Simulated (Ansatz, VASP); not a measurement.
**Two plane-wave programs on W**

The input INCAR:

```
SYSTEM = W
PREC = Accurate
ENCUT = 520
EDIFF = 1E-6
ISMEAR = 0
SIGMA = 0.1
LREAL = .FALSE.
LASPH = .TRUE.
NELM = 80
ALGO = Fast
ISIF = 2
LWAVE = .FALSE.
LCHARG = .FALSE.
GGA = PE
NBANDS = 13
```

Contents of KPOINTS:

```
Automatic mesh
0
G
  13 13 16
  0 0 0
```

POSCAR

```
W
1.0
    2.8741560828     -0.0000000788      0.0005659770
   -0.9580521019      2.7097803155      0.0005659770
    0.9584736928      1.3554864955      2.1750894110
W
1
Direct
    0.0000000000      0.0000000000      0.0000000000
```

Input for Ansatz:

```yaml
crystal:
  lattice:
    - [2.8741560828, -7.88e-08, 0.000565977]
    - [-0.9580521019, 2.7097803155, 0.000565977]
    - [0.9584736928, 1.3554864955, 2.175089411]
  atoms:
    - { symbol: W, position: [0.0, 0.0, 0.0] }
basis:
  ecutwfc: 420
kpoints:
  mp_grid: { grid: [13, 13, 16] }
hamiltonian:
  xc: pbe
scf:
  occupations: { method: gaussian, width: 0.1 }
output:
  forces: true
  stress: true
  eigenvalues: true
  write_density: true
  write_potential: true
  elf: true
  volumetric_format: npy
```

Change from the starting cell: band edges of the strained film's bulk.

Alike in both runs: task single point; functional PBE; k mesh 13 × 13 × 16; occupations gaussian, width 0.1 eV; no spin polarisation.

|  | VASP | Ansatz |
| --- | --- | --- |
| version | VASP 6.6.1 | Ansatz 0.2.0 |
| potentials or method | VASP PAW PBE potentials, release 64 (W_sv) | scalar-relativistic, plane waves, PAW |
| plane-wave cutoff (eV) | 520 | 420 |
| valence electrons in the cell | 14 | 14 |

Ansatz gave:

- gap on the k mesh at the Fermi level (eV): none
- pressure (GPa): -12.2
- largest component of the traceless stress (GPa): 12.20

Problem. Which values does VASP return?

Solution. gap on the k mesh at the Fermi level (eV): none; pressure (GPa): -11.9; largest component of the traceless stress (GPa): 12.30.

A gap of «none» marks a metal or a gap that the smearing closes. With one functional, cell and mesh, what is left measures potentials, basis and numerics.

Spin-orbit coupling is left out, which matters for the levels of W.
